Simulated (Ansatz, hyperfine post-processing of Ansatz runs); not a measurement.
# Fermi-contact shifts in LiFeOF

How far does Fe shift the 7Li, 19F and 17O resonances of LiFeOF at 320 K?

Calculated with Ansatz 0.2.0; DFT, PBEsol+U, plane-wave PAW, default files (PAW set soft_2), collinear spin, scalar-relativistic.

In doubt: where a d or f shell is part filled, a hybrid can land on a higher state (Ansatz), so the values of those runs are not to be relied on.

**1. Starting point**

Symmetry: P2, No. 3, monoclinic system. Conventional cell: a = 2.973 Å, b = 4.504 Å, c = 3.014 Å, α = 90.00°, β = 94.15°, γ = 90.00°. Nearest to Fe lie 4 O at 2.04 to 2.20 Å and 2 F at 2.25 to 2.26 Å. Nearest to F lie 4 Li at 2.04 to 2.19 Å and 2 Fe at 2.25 to 2.26 Å. Nearest to O lie 4 Fe at 2.04 to 2.20 Å and 2 Li at 2.23 to 2.28 Å. Nearest to Li lie 4 F at 2.04 to 2.19 Å and 2 O at 2.23 to 2.28 Å. Farther neighbours and most contacts between anions are not listed. That group holds within 0.01 Å; judged at 0.001 Å it is C2 (No. 5).

As a file:

```cif
data_structure
_symmetry_space_group_name_H-M 'P 1'
_symmetry_Int_Tables_number 1
_cell_length_a 5.3968
_cell_length_b 5.3968
_cell_length_c 3.0141
_cell_angle_alpha 92.285
_cell_angle_beta 92.285
_cell_angle_gamma 113.140
_cell_volume 80.51
loop_
_atom_site_label
_atom_site_type_symbol
_atom_site_fract_x
_atom_site_fract_y
_atom_site_fract_z
_atom_site_occupancy
Fe1 Fe 0.62315 0.37685 0.00000 1
Fe2 Fe 0.12314 0.87686 0.00000 1
F3 F 0.87264 0.12736 0.00000 1
F4 F 0.37272 0.62728 0.00000 1
O5 O 0.37179 0.12773 0.50108 1
O6 O 0.87227 0.62821 0.49892 1
Li7 Li 0.62497 0.87506 0.49980 1
Li8 Li 0.12495 0.37503 0.50020 1
```

The cell is a computed entry of the Materials Project; it need not be the form that is stable at ambient conditions. The atoms were relaxed beforehand at this level of theory at fixed cell, with all moments parallel.

**2. Saturated spin state**

The hyperfine field is read from the state with all Fe moments parallel, which stands for the saturated paramagnet. A Hubbard U holds the open shell closer to the ion than the plain functional does, which changes how much spin reaches the ligands.

Input file input.yaml:

```yaml
crystal:
  lattice:
    - [2.9731776074, -4.5039093571, 0.0]
    - [2.9731776074, 4.5039093571, 0.0]
    - [-0.2181780435, 0.0, 3.0061834866]
  atoms:
    - { symbol: Fe, position: [0.6231455, 0.3768545, 0.0], spin: 4.0 }
    - { symbol: Fe, position: [0.123142, 0.876858, 0.0], spin: 4.0 }
    - { symbol: F, position: [0.872637, 0.127363, 0.0] }
    - { symbol: F, position: [0.3727175, 0.6272825, 0.0] }
    - { symbol: O, position: [0.371789, 0.12773, 0.501081] }
    - { symbol: O, position: [0.87227, 0.628211, 0.498919] }
    - { symbol: Li, position: [0.624969, 0.875055, 0.499799] }
    - { symbol: Li, position: [0.124945, 0.375031, 0.500201] }
magnetization:
  spin_polarized: true
kpoints:
  mp_grid: { grid: [4, 4, 7] }
scf:
  lower_state_search: "off"
  occupations: { method: fermi_dirac, width: 0.02 }
hamiltonian:
  xc: pbesol
  hubbard: [{ species: Fe, l: d, u_eff: 4 }]
output:
  efg:
    contact_densities: true
    quadrupole_moments_barn: { O: -0.02558, Li: -0.0401 }
  forces: false
  write_density: true
  write_potential: true
  elf: true
  volumetric_format: npy
```

Started as:

```sh
$ ansatz run input.yaml --threads 4 --pin off --max-ram 8192MiB --backend cpu --events-out ev --progress --plain --runs-dir out
```

Numbers of over 12 decimals in the logs are rounded to 6 here.

The program printed:

```text
[a pick of lines, long numbers rounded; other set-up, energy and force rows are left out]
Functional definition: PBEsol
Crystal: 8 atoms, lattice volume = 80.511 Å³
Basis set: ecut = 420 eV, 1537 PW (Γ)
Symmetry: 2 space group operations
Magnetic group: BNS 5.13 (UNI 20), of the structure as read, at distance tolerance 4.3e-5 Å
k-points: 37 of 112 (time reversal used)
Functional: x = pbesol(κ = 0.804, μ = 0.123457), c = pbesol(β = 0.046)
SCF iter   1: F=—  HF=-12062.450588 eV  |F-HF|=—  |Δ(HF+E_count)|=         —  Δρ=5.90e-1 (↑2.61e-1 ↓5.90e-1)  dr2=6.13e2  dr2_m=3.44e1  M=1.372 μB ∫|m|=1.373 μB  β_m=0.30  ethr=3.10e-3  ⟨swp⟩=6.3  Hψ=12125  notcnv=0
preconditioner: auto → Kerker (q_TF=auto, 2.626 Å⁻¹)  [metal: Δε(μ)=0.001 eV  Ē_g=13.895 eV  σ=0.020 eV  W_gap=0.02  n_scr=30 (ndim 8)  ℏωp=27.5 eV  f_vac=0.000  D(μ)=6.95/eV (n_scr^D=76)]
SCF iter   2: F=—  HF=-12032.053522 eV  |F-HF|=—  |Δ(HF+E_count)|=    3.04e1  Δρ=1.33e-1 (↑1.20e-1 ↓1.33e-1)  dr2=2.66e1  dr2_m=2.38e-1  M=8.310 μB ∫|m|=8.345 μB  β_m=0.30  ethr=3.10e-3  ⟨swp⟩=4.4  Hψ=9852  notcnv=1  defer=320
SCF iter   3: F=—  HF=-12026.216733 eV  |F-HF|=—  |Δ(HF+E_count)|=    5.84e0  Δρ=6.42e-2 (↑5.46e-2 ↓6.42e-2)  dr2=5.64e0  dr2_m=1.21e-1  M=8.018 μB ∫|m|=8.031 μB  β_m=0.30  ethr=3.10e-3  ⟨swp⟩=3.8  Hψ=7502  notcnv=0  defer=323
SCF iter   4: F=—  HF=-12025.528206 eV  |F-HF|=—  |Δ(HF+E_count)|=   6.89e-1  Δρ=2.01e-2 (↑1.86e-2 ↓2.01e-2)  dr2=7.11e-1  dr2_m=1.37e-1  M=8.000 μB ∫|m|=8.006 μB  β_m=0.30  ethr=3.10e-3  ⟨swp⟩=3.4  Hψ=7113  notcnv=0  defer=343
SCF iter   5: F=—  HF=-12025.630460 eV  |F-HF|=—  |Δ(HF+E_count)|=   1.02e-1  Δρ=1.91e-2 (↑1.09e-2 ↓1.91e-2)  dr2=4.40e-1  dr2_m=9.40e-2  M=8.000 μB ∫|m|=8.014 μB  β_m=0.65  ethr=1.11e-3  ⟨swp⟩=2.1  Hψ=4413  notcnv=0  defer=341
SCF iter   6: F=—  HF=-12026.053748 eV  |F-HF|=—  |Δ(HF+E_count)|=   4.23e-1  Δρ=3.04e-2 (↑5.84e-3 ↓3.04e-2)  dr2=4.84e-1  dr2_m=1.61e-1  M=8.000 μB ∫|m|=8.019 μB  β_m=0.82  ethr=6.87e-4  ⟨swp⟩=2.6  Hψ=4064  notcnv=0  defer=341
SCF iter   7: F=—  HF=-12026.880326 eV  |F-HF|=—  |Δ(HF+E_count)|=   8.27e-1  Δρ=2.86e-2 (↑5.89e-3 ↓2.86e-2)  dr2=3.49e-1  dr2_m=1.34e-1  M=8.000 μB ∫|m|=8.018 μB  β_m=0.91  ethr=6.87e-4  ⟨swp⟩=2.5  Hψ=5854  notcnv=0  defer=318
SCF iter   8: F=—  HF=-12027.453906 eV  |F-HF|=—  |Δ(HF+E_count)|=   5.74e-1  Δρ=1.65e-2 (↑9.05e-3 ↓1.65e-2)  dr2=2.06e-1  dr2_m=4.07e-2  M=8.000 μB ∫|m|=8.017 μB  β_m=0.96  ethr=5.45e-4  ⟨swp⟩=3.1  Hψ=6708  notcnv=0  defer=311
SCF iter   9: F=—  HF=-12027.499918 eV  |F-HF|=—  |Δ(HF+E_count)|=   4.60e-2  Δρ=7.63e-3 (↑4.97e-3 ↓7.63e-3)  dr2=3.11e-2  dr2_m=1.33e-2  M=8.000 μB ∫|m|=8.011 μB  β_m=0.83  ethr=3.23e-4  ⟨swp⟩=2.6  Hψ=6618  notcnv=0  defer=311
SCF iter  10: F=—  HF=-12027.516160 eV  |F-HF|=—  |Δ(HF+E_count)|=   1.62e-2  Δρ=4.63e-3 (↑8.56e-4 ↓4.63e-3)  dr2=1.28e-2  dr2_m=3.93e-3  M=8.000 μB ∫|m|=8.010 μB  β_m=0.88  ethr=4.85e-5  ⟨swp⟩=2.8  Hψ=6470  notcnv=0  defer=312
[...]
SCF iter  34: F=—  HF=-12027.538300 eV  |F-HF|=—  |Δ(HF+E_count)|=   1.58e-4  Δρ=2.37e-4 (↑3.84e-5 ↓2.37e-4)  dr2=1.33e-5  dr2_m=1.00e-5  M=8.000 μB ∫|m|=8.010 μB  β_m=0.94  ethr=6.54e-9  ⟨swp⟩=3.1  Hψ=8173  notcnv=0  defer=313  recentre
SCF iter  35: F=—  HF=-12027.538172 eV  |F-HF|=—  |Δ(HF+E_count)|=   1.28e-4  Δρ=4.49e-4 (↑6.52e-5 ↓4.49e-4)  dr2=4.58e-5  dr2_m=3.64e-5  M=8.000 μB ∫|m|=8.010 μB  β_m=0.82  ethr=6.54e-9  ⟨swp⟩=3.2  Hψ=7618  notcnv=0  defer=313
SCF iter  36: F=—  HF=-12027.538315 eV  |F-HF|=—  |Δ(HF+E_count)|=   1.43e-4  Δρ=2.75e-4 (↑4.84e-5 ↓2.75e-4)  dr2=1.84e-5  dr2_m=1.36e-5  M=8.000 μB ∫|m|=8.010 μB  β_m=0.45  ethr=6.54e-9  ⟨swp⟩=3.0  Hψ=7844  notcnv=0  defer=313
SCF iter  37: F=—  HF=-12027.538337 eV  |F-HF|=—  |Δ(HF+E_count)|=   2.13e-5  Δρ=2.23e-4 (↑5.79e-5 ↓2.23e-4)  dr2=2.22e-5  dr2_m=8.25e-6  M=8.000 μB ∫|m|=8.010 μB  β_m=0.96  ethr=6.54e-9  ⟨swp⟩=3.0  Hψ=7584  notcnv=0  defer=313
SCF iter  38: F=—  HF=-12027.538409 eV  |F-HF|=—  |Δ(HF+E_count)|=   7.25e-5  Δρ=1.18e-4 (↑5.41e-5 ↓1.18e-4)  dr2=1.10e-5  dr2_m=2.39e-6  M=8.000 μB ∫|m|=8.010 μB  β_m=0.95  ethr=6.54e-9  ⟨swp⟩=3.0  Hψ=7902  notcnv=0  defer=313
SCF iter  39: F=—  HF=-12027.538414 eV  |F-HF|=—  |Δ(HF+E_count)|=   5.14e-6  Δρ=8.32e-5 (↑3.22e-5 ↓8.32e-5)  dr2=4.80e-6  dr2_m=1.12e-6  M=8.000 μB ∫|m|=8.010 μB  β_m=0.97  ethr=6.54e-9  ⟨swp⟩=2.9  Hψ=5983  notcnv=0  defer=313
SCF iter  40: F=—  HF=-12027.538444 eV  |F-HF|=—  |Δ(HF+E_count)|=   2.93e-5  Δρ=1.02e-4 (↑3.07e-5 ↓1.02e-4)  dr2=3.56e-6  dr2_m=1.92e-6  M=8.000 μB ∫|m|=8.010 μB  β_m=0.85  ethr=6.54e-9  ⟨swp⟩=3.0  Hψ=6527  notcnv=0  defer=313
SCF iter  41: F=—  HF=-12027.538453 eV  |F-HF|=—  |Δ(HF+E_count)|=   9.30e-6  Δρ=5.53e-5 (↑9.12e-6 ↓5.53e-5)  dr2=8.67e-7  dr2_m=5.43e-7  M=8.000 μB ∫|m|=8.010 μB  β_m=0.92  ethr=5.57e-9  ⟨swp⟩=2.1  Hψ=5343  notcnv=0  defer=313
SCF iter  42: F=—  HF=-12027.538456 eV  |F-HF|=—  |Δ(HF+E_count)|=   3.45e-6  Δρ=9.92e-6 (↑6.78e-6 ↓9.92e-6)  dr2=1.26e-7  dr2_m=9.69e-9  M=8.000 μB ∫|m|=8.010 μB  β_m=0.81  ethr=1.36e-9  ⟨swp⟩=2.3  Hψ=5334  notcnv=0  defer=313
SCF iter  43: F=-12027.538456 eV  HF=-12027.538456 eV  |F-HF|=5.52e-9  |Δ(HF+E_count)|=   1.21e-7  Δρ=2.90e-6 (↑2.19e-6 ↓2.90e-6)  dr2=1.80e-8  dr2_m=9.16e-10  M=8.000 μB ∫|m|=8.010 μB  ethr=1.56e-10  ⟨swp⟩=10.3  Hψ=13869  notcnv=0
SCF 1 converged in 43 iterations: F = -12027.538456 eV  dr2 = 1.80e-8
SCF converged after 43 iterations
Magnetization: 8.0000 μB (36.0000 up, 28.0000 down)
Absolute magnetization: 8.0101 μB (∫|ρ↑−ρ↓|, with the PAW one-centre terms)
Per-site moments (μB) at R_I (Å): [(3.376389, 0.840501), (3.378447, 0.841549), (0.041498, 0.841209), (0.041491, 0.840903), (0.153053, 0.840501), (0.153053, 0.840501), (-0.000395004, 0.840903), (-0.000395004, 0.840903)]
Free energy (F): -12027.538456 eV
Fermi energy:    9.411056 eV
--- PAW observables at the nuclei: V_zz in 10²¹ V/m², potentials from the cell's mean, atoms counted from 1 ---
  atom   1  Fe V_zz =   +13.143962   η = 0.6517   by run symmetry: allowed
            electrostatic potential = -3202.505887 V   contact ρ = 100330.387815 e/Å³   contact ρ_s (e/Å³): all electrons -2.146918, valence +6.705256
  atom   2  Fe V_zz =   +13.339038   η = 0.6660   by run symmetry: allowed
            electrostatic potential = -3202.514209 V   contact ρ = 100330.372644 e/Å³   contact ρ_s (e/Å³): all electrons -2.166784, valence +6.686323
  atom   3  F  V_zz =    +3.298063   η = 0.4314   by run symmetry: allowed
            electrostatic potential = -737.749125 V   contact ρ = 3109.304190 e/Å³   contact ρ_s (e/Å³): all electrons +0.823768, valence +0.944819
  atom   4  F  V_zz =    +3.299096   η = 0.4326   by run symmetry: allowed
            electrostatic potential = -737.749674 V   contact ρ = 3109.303991 e/Å³   contact ρ_s (e/Å³): all electrons +0.823688, valence +0.944735
  atom   5  O  V_zz =    -4.122914   η = 0.2455   by run symmetry: allowed   C_q = +2.5501 MHz
            electrostatic potential = -622.336261 V   contact ρ = 2142.978126 e/Å³   contact ρ_s (e/Å³): all electrons +1.571626, valence +1.802063
  atom   6  O  V_zz =    -4.122914   η = 0.2455   by run symmetry: allowed   C_q = +2.5501 MHz
            electrostatic potential = -622.336261 V   contact ρ = 2142.978126 e/Å³   contact ρ_s (e/Å³): all electrons +1.571626, valence +1.802063
  atom   7  Li V_zz =    +0.098169   η = 0.8117   by run symmetry: allowed   C_q = -0.0952 MHz
            electrostatic potential = -169.475426 V   contact ρ = 92.875737 e/Å³   contact ρ_s (e/Å³): all electrons +0.001758, valence +0.001714
  atom   8  Li V_zz =    +0.098169   η = 0.8117   by run symmetry: allowed   C_q = -0.0952 MHz
            electrostatic potential = -169.475426 V   contact ρ = 92.875737 e/Å³   contact ρ_s (e/Å³): all electrons +0.001758, valence +0.001714
--- Band table (eV; the first three rows and the last of 74) ---
  k-point 0 ↑: bands = ["-80.1782", "-80.1713", "-47.3521", "-47.3382", "-45.9385", "-45.9326", "-45.7877", "-45.7647", "-36.2295", "-36.2175", "-15.5559", "-15.3925", "-9.9217", "-9.2014", "0.7324", "1.2796", "1.2907", "1.6076", "1.8511", "2.6401", "3.1749", "3.1754", "3.5362", "3.5936", "3.7972", "3.8547", "4.2684", "4.6671", "5.1178", "5.2232", "5.5008", "5.5454", "6.0125", "7.0460", "7.0629", "8.8906", "10.1475", "13.0567", "13.9853", "17.0769", "17.2302", "17.5055", "19.0954", "20.1192"]
  k-point 1 ↑: bands = ["-80.1776", "-80.1707", "-47.3546", "-47.3411", "-45.9380", "-45.9322", "-45.7904", "-45.7674", "-36.2273", "-36.2157", "-15.5386", "-15.3640", "-9.8034", "-9.2389", "1.0148", "1.3569", "1.3770", "1.6805", "2.0344", "2.4396", "2.8819", "3.0016", "3.2494", "3.4363", "3.5478", "3.8176", "4.0604", "4.6739", "4.9872", "5.0678", "5.4214", "5.9193", "6.6768", "6.8739", "6.8973", "8.0808", "10.9810", "13.7105", "14.7525", "17.0816", "17.2683", "17.5033", "18.7946", "19.1358"]
  k-point 2 ↑: bands = ["-80.1763", "-80.1694", "-47.3602", "-47.3475", "-45.9369", "-45.9311", "-45.7965", "-45.7734", "-36.2224", "-36.2115", "-15.5000", "-15.2985", "-9.5186", "-9.3165", "1.3434", "1.5054", "1.6896", "1.8904", "2.0496", "2.2517", "2.3504", "2.5764", "2.7259", "3.0578", "3.5911", "3.8168", "3.9678", "4.6583", "4.8458", "5.0030", "5.3792", "6.3857", "6.4200", "6.4659", "6.5559", "7.8958", "12.5523", "15.3070", "16.2423", "16.6479", "16.9980", "17.2514", "18.2689", "18.5009"]
  k-point 36 ↓: bands = ["-75.9926", "-75.9854", "-42.6148", "-42.6007", "-42.1798", "-42.1731", "-42.0438", "-42.0167", "-36.2188", "-36.2085", "-15.3316", "-15.1773", "-8.9670", "-8.7413", "1.6238", "1.9353", "1.9515", "1.9913", "2.9098", "3.6386", "3.6701", "4.3078", "4.4429", "5.1119", "5.4786", "5.7752", "6.7162", "7.9956", "10.6504", "11.5459", "11.8163", "11.9046", "12.2988", "12.4984", "12.8210", "13.4551", "13.5724", "14.4905", "16.0343", "17.4326", "18.4070", "18.4540", "19.1750", "19.5741"]
Occupation matrices written to <dir>
```

Elapsed: 32 s, on 4 threads of Arm Neoverse V2, shared host; peak memory 0.55 GiB; 2 min of CPU time.

The cell holds 8.00 μB on 2 Fe, so S = 2.00. The contact field is B = (2μ₀/3) μB ρ_s, 7.769 T for 1 e/Å³, and A_iso = γB/(2πS) sums over all ions. The valence part leaves out the polarisation of the shells that the files keep in the core (H has none; for Li and Na most or all inner electrons count as valence):

```
site  atom  atoms in cell                       links to Fe  field (T)  valence part (T)  A_iso (MHz)
  Li     7              2    8 Fe through links of 89° (16)     0.0137            0.0133        0.113
   F     3              2          bonded to 2 Fe at 2.25 Å       6.40              7.34          128
   O     5              2  bonded to 4 Fe at 2.04 to 2.20 Å       12.2              14.0        -35.3
```

Spin density in the ab plane at fractional z = 0.000, with atoms of Fe and F within 0.2 Å of it.

Ten even steps from '0' (0.0 e/Å³) to '9' (7.0 e/Å³), each cell a mean:
```
025200000000000
179200000000000
254100000000000
110000000000000
000000000000000
000000000000000
000000000000000
000000000121000
000000002761000
000000004940000
000000002210000
000000000000000
000000000000000
000000000000000
000000000000000
```
Columns run along a (5.4 Å), rows up along b (5.4 Å). Atoms in or near the plane, at fractional coordinates: Fe at (0.62, 0.38), Fe at (0.12, 0.88), F at (0.87, 0.13), F at (0.37, 0.63).

**3. One ion reversed at a time**

Above the ordering point the moments are not free: their couplings set the Weiss constant, which scales every shift. Reversing one ion measures these couplings, and shows at once how much of each shift that ion sends.

Changes to input.yaml since step 2:

```diff
@@ -6,4 +6,4 @@
   atoms:
-    - { symbol: Fe, position: [0.6231455, 0.3768545, 0.0], spin: 4.0 }
-    - { symbol: Fe, position: [0.123142, 0.876858, 0.0], spin: 4.0 }
+    - { symbol: Fe, position: [0.6231455, 0.3768545, 0.0], spin: -3.4 }
+    - { symbol: Fe, position: [0.123142, 0.876858, 0.0], spin: 3.4 }
     - { symbol: F, position: [0.872637, 0.127363, 0.0] }
@@ -29,5 +29 @@
   forces: false
-  write_density: true
-  write_potential: true
-  elf: true
-  volumetric_format: npy
```

The program printed:

```text
[a pick of lines, long numbers rounded; other set-up, energy and force rows are left out]
[...]
atom   1  Fe V_zz =   +13.030607   η = 0.6543   by run symmetry: allowed
[...]
atom   2  Fe V_zz =   +13.230516   η = 0.6680   by run symmetry: allowed
[...]
atom   3  F  V_zz =    +3.569708   η = 0.3957   by run symmetry: allowed
[...]
atom   4  F  V_zz =    +3.570745   η = 0.3968   by run symmetry: allowed
[...]
atom   5  O  V_zz =    -4.314496   η = 0.2090   by run symmetry: allowed   C_q = +2.6686 MHz
[...]
atom   6  O  V_zz =    -4.314496   η = 0.2090   by run symmetry: allowed   C_q = +2.6686 MHz
[...]
atom   7  Li V_zz =    +0.097656   η = 0.8052   by run symmetry: allowed   C_q = -0.0947 MHz
[...]
atom   8  Li V_zz =    +0.097656   η = 0.8052   by run symmetry: allowed   C_q = -0.0947 MHz
[...]
Occupation matrices written to <dir>
```

Wall time 17 s (4 threads); peak memory 0.55 GiB; 65 s of CPU time.

The parallel state has -12027.5385 eV at zero smearing. Each flip reverses one ion with all its periodic images. It gives an energy and, by half the change of the contact field, the share of that set of ions in each shift at 320 K (ppm; atoms of one site can get unlike shares):

```
atom reversed  energy (eV)  change (meV)  Li              F      O
          Fe1  -12027.6942        -155.8  29  13400 / 13500  25500
          Fe2  -12027.6942        -155.8  28  13400 / 13500  25700
```

In mean-field theory Θ = ΔE (S + 1) / (6 S k_B), as a plain mean over the flips, not weighted by how often each ion occurs: Θ = -452 K. Couplings between an ion and its own images are missing, and in this cell images lie no farther than 1.2 times the shortest distance between magnetic ions, so couplings that may matter are lost and this Θ is not relied on. Θ = 0 is used for the shifts.

**4. Other levels of theory**

Spin transfer to the ligands hangs on how far the functional delocalises the open shell, so other levels show how much the fields depend on it.

Contact fields (T) with all moments parallel; times on 4 threads of Arm Neoverse V2, shared host. PBE0 ran on a 3×3×5 mesh, against 4×4×7 for the first row. Each level takes the cutoff that its files ask for.

```
              level  moment (μB)     time       Li     F     O
  PBEsol +U Fe 4 eV         8.00     32 s   0.0137  6.40  12.2
r2SCAN +U Fe 2.5 eV         8.00     57 s  -0.0279  6.61  14.4
  PBEsol +U Fe 3 eV         8.00     22 s   0.0157  6.69  12.8
    PBE0 (in doubt)         8.00  2.4 min  -0.0344  6.37  13.5
```

**5. From fields to shifts**

The shift is δ = B · g μB (S + 1) / (3 k_B (T − Θ)) with g = 2; at 320 K and Θ = 0 K one tesla gives 4198 ppm. The anisotropy is a sum over point dipoles on the Fe ions, scaled alike; on atoms bound to Fe, spin in their own p shell adds an anisotropy that this leaves out.

```
site  nucleus  δ_iso (ppm)  with the calculated Θ  reduced anisotropy (ppm)  asymmetry
  Li      7Li           57                     24                      1960       0.09
   F      19F        26900                  11100                      5230       0.01
   O      17O        51300                  21200                     -6440       0.35
```

The reduced anisotropy is δ_zz − δ_iso, with zz the principal value farthest from δ_iso. The Weiss constant adds its own doubt: exchange couplings from semilocal functionals with a U can miss even their sign, and a Θ lower by 100 K would lower every shift by 24 %.

7Li MAS at 2.35 T (38.9 MHz), 20 kHz, 320 K; contact and dipolar shift alone, no orbital or quadrupolar part; lines under 1.5 % of the strongest are left out. Lines of the NMR spectrum (strongest = 100):

```
position (ppm)      label  intensity
       -1485.5      Li -3        5.5
        -971.2      Li -2         39
        -456.9      Li -1        100
          57.3  Li centre         50
         571.6      Li +1         22
        1085.9      Li +2         45
        1600.2      Li +3         17
        2114.5      Li +4        6.8
        2628.8      Li +5        1.5
```

**6. Outcome**

```
spin of Fe                                   : 2.00
Weiss constant, mean field (rough, not used) : -452 K
7Li contact shift at 320 K, Θ = 0 K          : 57 ppm
19F contact shift at 320 K, Θ = 0 K          : 26900 ppm
17O contact shift at 320 K, Θ = 0 K          : 51300 ppm
```

In words: At 320 K the Fe moments shift 7Li on Li by 57 ppm, 19F on F by 26900 ppm and 17O on O by 51300 ppm, scaled with a pure Curie law. No measured Weiss constant is at hand, and the one from single flips is too rough to scale with, so the shifts are given for a pure Curie law; the couplings found are strong, so their size is uncertain by a factor of two or more. The flip reverses only 2 of the 4 nearest couplings; if all are alike and farther ones are small, Θ would be near -904 K, and at 320 K every shift would be 0.26 times the value at Θ = 0. The calculated Θ of -452 K would multiply them by 0.41. Over the levels shown that keep the moment and carry no mark, the field at Li runs from -0.0279 T (r2SCAN +U Fe 2.5 eV) to 0.0157 T (PBEsol +U Fe 3 eV); among the sites in the table it changes sign at Li. On Li the levels differ even in sign, so neither size nor sign of that shift is settled. 2 further runs of this session (trial settings, or flips that did not finish) are not shown. All this holds only well above the ordering temperature and the strongest exchange, neither of which is computed. The orbital (chemical) shift and the pseudocontact shift from g anisotropy are not included. The moment is taken as spin only; Fe in this state can carry an orbital part, which raises the real effective moment. Couplings this strong may order the moments above this temperature, where no paramagnetic shift is seen. For anions bound to the magnetic ion the point-dipole anisotropy lacks the spin in their own p orbitals, and their lines are broad and relax fast. The dipole sum is for a spherical crystallite; bulk susceptibility, which broadens real lines, and quadrupolar couplings are left out.

[Logs are printed without paths, hosts, clocks, repeated set-up lines and the standing remarks that a program may print on its own settings, such as how far it seeks lower states.]

[Hosts, paths, dates, database ids (printed as entryN), source tags and the programs' standing remarks are cut or masked in the printed files.]
